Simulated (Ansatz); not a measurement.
# InP in Ansatz: the effect of functional

InP:

```
In P
1.0
     0.00000    2.93050    2.93050
     2.93050    0.00000    2.93050
     2.93050    2.93050    0.00000
In P
1 1
Direct
  0.00000 0.00000 0.00000
  0.75000 0.75000 0.75000
```

Alike in all runs:

* Program: Ansatz 0.2.0
* Task: band structure
* Potentials or basis: Ansatz PAW
* k mesh: 8 × 8 × 8
* Occupations: fermi-dirac, width 0.05 eV
* Spin: no spin polarisation

| functional | cutoff | gap on the mesh (eV) | pressure (GPa) |
| --- | --- | --- | --- |
| LDA | 420 eV (not typed: the program's choice for these potentials) | 0.48 | -1.2 |
| PBE | 420 eV (not typed: the program's choice for these potentials) | 0.72 | 3.3 |
| PBEsol | 420 eV (not typed: the program's choice for these potentials) | 0.62 | 0.6 |
| RPBE | 420 eV (not typed: the program's choice for these potentials) | 0.85 | 5.2 |
| revPBE | 420 eV (not typed: the program's choice for these potentials) | 0.81 | 4.7 |
| BLYP | 420 eV (not typed: the program's choice for these potentials) | 0.60 | 6.7 |
| r2SCAN | 500 eV (not typed: the program's choice for these potentials) | ? | ? |

**Question.** What does the run with functional r2SCAN give?

**Answer.** gap on the mesh 1.16 eV; pressure 1.7 GPa.

Caveats: spin-orbit coupling is left out, which moves the levels of the heavy elements; the PAW data sets come from PBE, with cores solved anew for the run's functional, which leaves a small shift of forces and pressure (some runs).

